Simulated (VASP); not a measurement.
Input of a VASP 6.6.1 run:

The input INCAR:

```
SYSTEM = PbSe
ALGO = Fast ; EDIFF = 1E-7
EDIFFG = -0.02 ; ENCUT = 600
GGA = AM ; IBRION = 2
ISIF = 3 ; ISMEAR = -1
LASPH = .True. ; LCHARG = .False.
LREAL = .False. ; LWAVE = .False.
NELM = 80 ; NSW = 60
PREC = Accurate ; SIGMA = 0.05
```

The input KPOINTS:

```
k-points
0
Gamma
  8 8 8
  0 0 0
```

Contents of POSCAR:

```
PbSe
1.0
    0.0000000000      3.0606500000      3.0606500000
    3.0606500000      0.0000000000      3.0606500000
    3.0606500000      3.0606500000      0.0000000000
Pb Se
1 1
Direct
    0.0000000000      0.0000000000      0.0000000000
    0.5000000000      0.5000000000      0.5000000000
```

Potentials or basis: VASP PAW PBE potentials, release 64 (Pb_d, Se).

Run with:

```console
$ cat potpaw_PBE.64/Pb_d/POTCAR potpaw_PBE.64/Se/POTCAR > POTCAR
$ mpirun -np 1 vasp_std > vasp.out
```

(1) What does it give for the band gap on the k mesh?

Results:

(1) 0.27 eV, direct.

Caveat: the relaxation stopped at its first step, so nothing moved; the PAW data sets were made with another functional, which shifts forces and pressure a little; spin-orbit coupling is left out, which as a rule narrows the gap of such compounds by several tenths of an eV.

The cell as given is a measured one (28.67 Å³/atom); AM05 puts the equilibrium volume +0.0 % from it, thermal expansion not counted.
